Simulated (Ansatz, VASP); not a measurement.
## InP: VASP beside Ansatz

One calculation is typed for both programs; each brings its own data sets and cutoff. How far apart do they land? Other levels of theory on this material are compared in a session of their own.

Calculated with Ansatz 0.2.0; plane waves, with VASP 6.6.1 beside it; band structure at PBE, spin-orbit coupling.

## Step 1: The starting structure

It takes space group F-43m (No. 216, cubic). Conventional cell: a = 5.869 Å, b = 5.869 Å, c = 5.869 Å, α = 90.00°, β = 90.00°, γ = 90.00°. Nearest to In lie 4 P at 2.54 Å. Nearest to P lie 4 In at 2.54 Å. Farther neighbours are not listed.

## Step 2: Ansatz: band structure, PBE, spin-orbit coupling

Ansatz runs on its fully relativistic PAW (standard-fr) files.

The same path points are solved in both programs, so levels can be compared one by one.

Input file input.yaml:

```yaml
crystal:
  lattice:
    - [0.0, 2.93435, 2.93435]
    - [2.93435, 0.0, 2.93435]
    - [2.93435, 2.93435, 0.0]
  atoms:
    - { symbol: In, position: [0.0, 0.0, 0.0] }
    - { symbol: P, position: [0.25, 0.25, 0.25] }
hamiltonian:
  xc: pbe
  pseudopotentials: { kind: paw_fr }
magnetization:
  noncollinear: true
  spin_orbit: true
kpoints:
  mp_grid: { grid: [6, 6, 6] }
  band_path:
    path:
      - [0.0, 0.0, 0.0]
      - [0.16667, 0.0, 0.16667]
      - [0.33333, 0.0, 0.33333]
      - [0.5, 0.0, 0.5]
      - [0.5, 0.08333, 0.58333]
      - [0.5, 0.18333, 0.68333]
      - [0.5, 0.25, 0.75]
      - [0.45, 0.3, 0.75]
      - [0.40833, 0.34167, 0.75]
      - [0.35, 0.35, 0.7]
      - [0.225, 0.225, 0.45]
      - [0.075, 0.075, 0.15]
      - [0.03333, 0.03333, 0.03333]
      - [0.23333, 0.23333, 0.23333]
      - [0.4, 0.4, 0.4]
      - [0.51667, 0.46667, 0.51667]
      - [0.55833, 0.38333, 0.55833]
      - [0.60833, 0.28333, 0.60833]
      - [0.60833, 0.25, 0.64167]
      - [0.55833, 0.25, 0.69167]
      - [0.51667, 0.25, 0.73333]
      - [0.5, 0.3, 0.7]
      - [0.5, 0.38333, 0.61667]
      - [0.5, 0.48333, 0.51667]
      - [0.475, 0.475, 0.55]
      - [0.425, 0.425, 0.65]
      - [0.38333, 0.38333, 0.73333]
      - [0.59167, 0.18333, 0.59167]
      - [0.55, 0.1, 0.55]
      - [0.5, 0.0, 0.5]
    npoints: 1
scf:
  occupations: { method: gaussian, width: 0.02 }
  n_extra_bands: 14
output:
  forces: true
  stress: true
  eigenvalues: true
```

Started as:

```sh
$ ansatz run input.yaml --threads 2 --pin off --max-ram 4608MiB --backend cpu --events-out ev --progress --plain --runs-dir out
```

Numbers of over 12 decimals in the logs are rounded to 6 here.

Log:

```text
scf.n_extra_bands = 14 over 18 filled bands (N_el = 18.0): the run solves 32 bands
Engine: ansatz 0.2.0, aarch64-unknown-linux-gnu
Pseudopotentials: kind: paw_fr
Pseudopotential: In, paw_fr, valence charge 13, recommended cutoff 420 eV (normal), In.paw.azcp#standard-fr
Pseudopotential: P, paw_fr, valence charge 5, recommended cutoff 420 eV (normal), P.paw.azcp#standard-fr
Functional definition: PBE
  parameter kappa = 0.804
  parameter beta = 0.066725
  exchange = pbe_x(kappa = kappa, mu = beta*pi^2/3)
  correlation = pbe_c(beta = beta)
non-collinear run that drives no moment, with spin-orbit: no starting moment large enough to seed its density (crystal.atoms[].spin), no starting occupations that ask for one, no magnetisation constraint and no magnetic field, so the semilocal B_xc is pinned to zero
Crystal: 2 atoms, lattice volume = 50.532 Å³
Basis set: ecut = 420 eV, 965 PW (Γ), exchange–correlation on 60×60×60 points (8 copies of the dense FFT grid, shifted against one another)
Bands: 32, of which v1, the nominal top of the filled ones, is band 18 counted from 1 (17 counted from 0)
Symmetry: 24 space group operations + 24 with time reversal
Magnetic group: BNS 216.75 (UNI 1577), of the structure as read, at distance tolerance 3.7e-5 Å
k-points: 16 of 216 (time reversal used)
Projection manifold: j_resolved (fully-relativistic pseudo-atomic orbitals)
Non-local potential: In, projectors of the file, l = 0: 2, l = 1: 4, l = 2: 4, l = 3: 4
Non-local potential: P, projectors of the file, l = 0: 2, l = 1: 4, l = 2: 4
PAW form: soft (Blöchl's): semilocal exchange-correlation on the pseudo side does not see the compensation charge
PAW one-centre angular grid: In, 590 points (default); XC on 64 Gauss nodes
PAW one-centre angular grid: P, 110 points (default); XC on 64 Gauss nodes
Initial density: superposition of atomic densities (chi_scale 0.1, normalization cell, long waves kept (reshape's long-wave potential 0.00 eV rms))
Initial wavefunctions: pseudopotential atomic-orbital guess
Functional: x = pbe(κ = 0.804, μ = 0.219515), c = pbe(β = 0.066725)
SCF iter   1: F=—  HF=-6356.126626 eV  |F-HF|=—  |Δ(HF+E_count)|=         —  Δρ=3.50e-2  dr2=8.79e-1  dr2_m=0.00e0 (ungated)  ethr=3.10e-3  |M|=0.00e0 ∫|m|=0.00e0 μB  |m|>n=0.0e0 m-floor=0.0e0 τ_xc=0.0e0  β_m=0.30  ⟨swp⟩=8.8  Hψ=3165  notcnv=0  defer=25
preconditioner: auto → none  [insulator: Δε(μ)=0.946 eV  Ē_g=16.715 eV  σ=0.020 eV  W_gap=1.00  n_scr=14 (ndim 8)  ℏωp=22.2 eV  f_vac=0.000  D(μ)=0.00/eV (n_scr^D=0)  ε∞_Penn≈2.8]
SCF iter   2: F=—  HF=-6355.923950 eV  |F-HF|=—  |Δ(HF+E_count)|=   2.03e-1  Δρ=2.10e-2  dr2=1.97e-1  dr2_m=0.00e0 (ungated)  ethr=3.10e-3  |M|=0.00e0 ∫|m|=0.00e0 μB  |m|>n=0.0e0 m-floor=0.0e0 τ_xc=0.0e0  β_m=0.42  ⟨swp⟩=2.4  Hψ=784  notcnv=0  defer=122
SCF iter   3: F=—  HF=-6355.899407 eV  |F-HF|=—  |Δ(HF+E_count)|=   2.45e-2  Δρ=7.77e-3  dr2=1.88e-2  dr2_m=0.00e0 (ungated)  ethr=1.09e-3  |M|=0.00e0 ∫|m|=0.00e0 μB  |m|>n=0.0e0 m-floor=0.0e0 τ_xc=0.0e0  β_m=0.57  ⟨swp⟩=2.4  Hψ=564  notcnv=0  defer=124
SCF iter   4: F=—  HF=-6355.900552 eV  |F-HF|=—  |Δ(HF+E_count)|=   1.14e-3  Δρ=7.28e-4  dr2=1.56e-4  dr2_m=0.00e0 (ungated)  ethr=1.04e-4  |M|=0.00e0 ∫|m|=0.00e0 μB  |m|>n=0.0e0 m-floor=0.0e0 τ_xc=0.0e0  β_m=0.57  ⟨swp⟩=3.0  Hψ=619  notcnv=0  defer=124
SCF iter   5: F=—  HF=-6355.900641 eV  |F-HF|=—  |Δ(HF+E_count)|=   8.86e-5  Δρ=2.16e-4  dr2=1.13e-5  dr2_m=0.00e0 (ungated)  ethr=8.65e-7  |M|=0.00e0 ∫|m|=0.00e0 μB  |m|>n=0.0e0 m-floor=0.0e0 τ_xc=0.0e0  β_m=0.74  ⟨swp⟩=3.1  Hψ=760  notcnv=0  defer=124
SCF iter   6: F=—  HF=-6355.900648 eV  |F-HF|=—  |Δ(HF+E_count)|=   7.80e-6  Δρ=1.61e-5  dr2=1.96e-7  dr2_m=0.00e0 (ungated)  ethr=6.28e-8  |M|=0.00e0 ∫|m|=0.00e0 μB  |m|>n=0.0e0 m-floor=0.0e0 τ_xc=0.0e0  β_m=0.81  ⟨swp⟩=2.0  Hψ=652  notcnv=0  defer=124
SCF iter   7: F=-6355.900649 eV  HF=-6355.900649 eV  |F-HF|=6.57e-9  |Δ(HF+E_count)|=   1.80e-7  Δρ=2.46e-6  dr2=2.87e-9  dr2_m=0.00e0 (ungated)  ethr=5.56e-10  |M|=0.00e0 ∫|m|=0.00e0 μB  |m|>n=0.0e0 m-floor=0.0e0 τ_xc=0.0e0  ⟨swp⟩=12.4  Hψ=3013  notcnv=0
SCF 1 converged in 7 iterations: F = -6355.900649 eV  dr2 = 2.87e-9
  greatest PAW one-centre occupation: 0.980 electrons in one spin orbital (limit 2), on the In atom at site 0 (counted from 0), in its partial waves of l = 2
NSCF: frozen V_eff on 30 k-points
SCF converged after 7 iterations
Magnetization: |M| = 0.0000 μB,  M = (+0.0000, +0.0000, +0.0000) μB
Absolute magnetization: 0.0000 μB (∫|m|)
  site 0: m = (+0.0000, +0.0000, +0.0000) μB, |m| = 0.0000 μB  (R = 1.05 Å)
  site 1: m = (+0.0000, +0.0000, +0.0000) μB, |m| = 0.0000 μB  (R = 1.05 Å)
Free energy (F): -6355.900649 eV
Harris-Foulkes:  -6355.900649 eV  (|F-HF|=6.57e-9)
Internal energy: -6355.900649 eV  (E = F + TS)
E sigma→0 (E₀):  -6355.900649 eV
Fermi energy:    7.313311 eV
--- Per-component energies (eV) ---
  E_band       = -52.714840
  E_kinetic    = 313.762336
  E_local      = -1400.430754  (includes V_loc(G=0)·N_el)
  E_nonlocal   = 401.528399
  E_hartree    = 552.436430
  E_xc         = -276.721011
  E_vxc        = -159.968144  (∫ρ·V_xc dr)
  E_paw        = -4727.369417  (= ΣΔE_a)
  E_vpaw       = -312.479872  (= ΣTr[D̂ρ^β])
  E_aug_tail   = 0.000030  (compensation charges beyond the density's cutoff)
  E_ewald      = -1219.106662
  E_smearing   = -0.000000  (= −TS)
  E_closure    = -0.000000  (closes the sum)
  Σ components = -6355.900649   (vs F -6355.900649, Δ=0.00e0)
--- Forces (eV/Å), atoms counted from 1 ---
  atom   1  In     0.00000000    -0.00000000    -0.00000000
  atom   2  P     -0.00000000     0.00000000     0.00000000
  max |Σ_I F_I| component: 3.70e-17 eV/Å
--- Stress (GPa, compression-positive) ---
        2.970024       0.000000       0.000000
        0.000000       2.970024       0.000000
       -0.000000       0.000000       2.970024
  P = ⅓ Tr σ = 2.9700 GPa (29.700 kbar)
--- Band table (eV; the first three rows and the last of 16) ---
  k-point 0: bands = [... 14 lower, 6.9812, 6.9812, 6.9812, 6.9812, 7.6450, 7.6450, 10.7255, 10.7255, ... 10 higher]
  k-point 1: bands = [... 14 lower, 6.6029, 6.6029, 6.6808, 6.6937, 8.7370, 8.7370, 11.2286, 11.2286, ... 10 higher]
  k-point 2: bands = [... 14 lower, 6.1218, 6.1218, 6.2220, 6.2332, 8.5964, 8.5964, 11.6993, 11.6993, ... 10 higher]
  k-point 15: bands = [... 14 lower, 4.0676, 4.1568, 4.2072, 4.2426, 10.1979, 10.2613, 10.5618, 10.5739, ... 10 higher]
```

The job ended after 12 s (2 threads of Arm Neoverse N1, shared host; peak memory 0.42 GiB).

## Step 3: VASP: band structure, PBE, spin-orbit coupling

The same cell, functional, mesh and smearing now go to VASP, with its own data sets and cutoff.

Lines of VASP's logs that name or quote its potential files are left out, and so is its time.

Input file INCAR:

```
SYSTEM = InP
PREC = Accurate
ENCUT = 400
EDIFF = 1E-06
NELM = 100
ISMEAR = 0
SIGMA = 0.02
LREAL = .FALSE.
ALGO = Normal
GGA = PE
LNONCOLLINEAR = .TRUE.
MAGMOM = 0 0 0 0 0 0
NBANDS = 30
GGA_COMPAT = .FALSE.
LASPH = .TRUE.
LSORBIT = .TRUE.
LORBIT = 11
LWAVE = .FALSE.
LCHARG = .FALSE.
KPAR = 4
```

Input file POSCAR:

```
InP
1.0
    0.0000000000      2.9343500000      2.9343500000
    2.9343500000      0.0000000000      2.9343500000
    2.9343500000      2.9343500000      0.0000000000
In P
1 1
Direct
    0.0000000000      0.0000000000      0.0000000000
    0.2500000000      0.2500000000      0.2500000000
```

Input file KPOINTS:

```
Automatic mesh
0
Gamma
6 6 6
0 0 0
```

Input file KPOINTS_OPT:

```
Line mode
16
Line-mode
Reciprocal
  0.00000000   0.00000000   0.00000000 GAMMA
  0.50000000   0.00000000   0.50000000 X

  0.50000000   0.00000000   0.50000000 X
  0.50000000   0.25000000   0.75000000 W

  0.50000000   0.25000000   0.75000000 W
  0.37500000   0.37500000   0.75000000 K

  0.37500000   0.37500000   0.75000000 K
  0.00000000   0.00000000   0.00000000 GAMMA

  0.00000000   0.00000000   0.00000000 GAMMA
  0.50000000   0.50000000   0.50000000 L

  0.50000000   0.50000000   0.50000000 L
  0.62500000   0.25000000   0.62500000 U

  0.62500000   0.25000000   0.62500000 U
  0.50000000   0.25000000   0.75000000 W

  0.50000000   0.25000000   0.75000000 W
  0.50000000   0.50000000   0.50000000 L

  0.50000000   0.50000000   0.50000000 L
  0.37500000   0.37500000   0.75000000 K

  0.62500000   0.25000000   0.62500000 U
  0.50000000   0.00000000   0.50000000 X
```

The projector-augmented-wave data sets are In_d and P (PBE family, release 64).

Started as:

```sh
$ mpirun -np 4 vasp_ncl
```

Log:

```text
[banner, memory and clock lines left out]
running    4 mpi-ranks, on    1 nodes
 distrk:  each k-point on    1 cores,    4 groups
 distr:  one band on    1 cores,    1 groups

 POSCAR found type information on POSCAR InP
 POSCAR found :  2 types and       2 ions
 LDA part: xc-table for (Slater+PW92), standard interpolation
 POSCAR, INCAR and KPOINTS ok, starting setup
 FFT: planning ... GRIDC
 FFT: planning ... GRID_SOFT
 FFT: planning ... GRID
 WAVECAR not read
 entering main loop
       N       E                     dE             d eps       ncg     rms          rms(c)
DAV:   1     0.147083811996E+03    0.14708E+03   -0.68841E+03  1332   0.114E+03
DAV:   2     0.694790750214E+01   -0.14014E+03   -0.13351E+03  1358   0.329E+02
DAV:   3    -0.814325520019E+01   -0.15091E+02   -0.14856E+02  1600   0.120E+02
DAV:   4    -0.879692617442E+01   -0.65367E+00   -0.65229E+00  1630   0.254E+01
DAV:   5    -0.883246121093E+01   -0.35535E-01   -0.35530E-01  2006   0.539E+00    0.571E+00
DAV:   6    -0.843287833813E+01    0.39958E+00   -0.53092E-01  1906   0.139E+01    0.335E+00
DAV:   7    -0.840975670129E+01    0.23122E-01   -0.25794E-01  2070   0.373E+00    0.141E+00
DAV:   8    -0.840908400342E+01    0.67270E-03   -0.18514E-02  2056   0.193E+00    0.794E-01
DAV:   9    -0.840983795650E+01   -0.75395E-03   -0.21097E-03  1530   0.309E-01    0.202E-01
DAV:  10    -0.840993196079E+01   -0.94004E-04   -0.97156E-04  1900   0.571E-01    0.117E-01
DAV:  11    -0.841007760547E+01   -0.14564E-03   -0.29817E-04  1700   0.193E-01    0.164E-02
DAV:  12    -0.841008684465E+01   -0.92392E-05   -0.32076E-05  1740   0.449E-02    0.196E-02
DAV:  13    -0.841008693631E+01   -0.91659E-07   -0.24374E-06  1678   0.115E-02
   1 F= -.84100869E+01 E0= -.84100869E+01  d E =-.534033E-13  mag=     0.0000    -0.0000    -0.0000
 Start KPOINTS_OPT (optional k-point list driver)
k-point batch [1-22\160]
       N       E                     dE             ncg
DAV:   1     0.154706109612E+04   -0.56446E+04     1326
DAV:   2    -0.147711925252E+04   -0.30242E+04     1338
DAV:   3    -0.180659792105E+04   -0.32948E+03     1716
DAV:   4    -0.181941695383E+04   -0.12819E+02     1640
DAV:   5    -0.182013179752E+04   -0.71484E+00     2104
DAV:   6    -0.182013950694E+04   -0.77094E-02     1690
DAV:   7    -0.182013997721E+04   -0.47027E-03     2036
DAV:   8    -0.182013998625E+04   -0.90433E-05     1778
DAV:   9    -0.182013998653E+04   -0.28461E-06     1150
[...]
k-point batch [155-160\160]
       N       E                     dE             ncg
DAV:   1     0.892684063614E+04   -0.28494E+04      360
DAV:   2     0.810634195396E+04   -0.82050E+03      368
DAV:   3     0.802277462160E+04   -0.83567E+02      464
DAV:   4     0.801972460159E+04   -0.30500E+01      496
DAV:   5     0.801954589760E+04   -0.17870E+00      596
DAV:   6     0.801954406709E+04   -0.18305E-02      498
DAV:   7     0.801954396114E+04   -0.10595E-03      564
DAV:   8     0.801954395896E+04   -0.21799E-05      530
DAV:   9     0.801954395889E+04   -0.62728E-07      388
```

(Continued in part 2 of 2.)

[Lines on the potential files, build, host, timing and source positions are cut from VASP's logs without a mark.]

[Logs are printed without paths, hosts, clocks, repeated set-up lines and the standing remarks that a program may print on its own settings, such as how far it seeks lower states.]

[Hosts, paths, dates, database ids (printed as entryN), source tags and the programs' standing remarks are cut or masked in the printed files.]
